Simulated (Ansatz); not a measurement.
The system is NaCl.

```
Cl Na
1.0
     3.50219    0.00000    0.00000
     0.00000    3.50219    0.00000
     0.00000    0.00000    3.50219
Cl Na
1 1
Direct
  0.50000 0.50000 0.50000
  0.00000 0.00000 0.00000
```

Measurements of this composition are mostly on another form, of space group No. 225.

```yaml
Program: Ansatz 0.2.0
Task: relaxation of cell and atoms
Functional: revPBE
Dispersion: D3(BJ)
Potentials_or_basis: all-electron LAPW, scalar-relativistic
Basis_error_allowed: 0.001 eV/atom
k_mesh: 8 × 8 × 8
Occupations: fermi-dirac, width 0.05 eV
Spin: no spin polarisation
```

At the start: volume 21.48 Å³/atom.

Task: How do energy, volume and symmetry change on relaxing?

Result: Over 5 steps the energy falls by 5.7 meV/atom and the volume is 20.30 Å³/atom (-5.5 %); space group Pm-3m (No. 221, to 0.05 Å).

Step by step:
| step | energy change (eV) | largest force (eV/Å) | volume (Å³) |
| --- | --- | --- | --- |
| 1 | 0.0000 | 0.0000 | 42.96 |
| 2 | -0.0092 | 0.0000 | 41.59 |
| 3 | -0.0113 | 0.0000 | 40.49 |
| 4 | -0.0113 | 0.0000 | 40.60 |
| 5 | -0.0113 | 0.0000 | 40.60 |

Final structure:
```yaml
crystal:
  lattice:
    - [3.43701, 0.00000, 0.00000]
    - [0.00000, 3.43701, 0.00000]
    - [0.00000, 0.00000, 3.43701]
  atoms:
    - { symbol: Cl, position: [0.50000, 0.50000, 0.50000] }
    - { symbol: Na, position: [0.00000, 0.00000, 0.00000] }
```
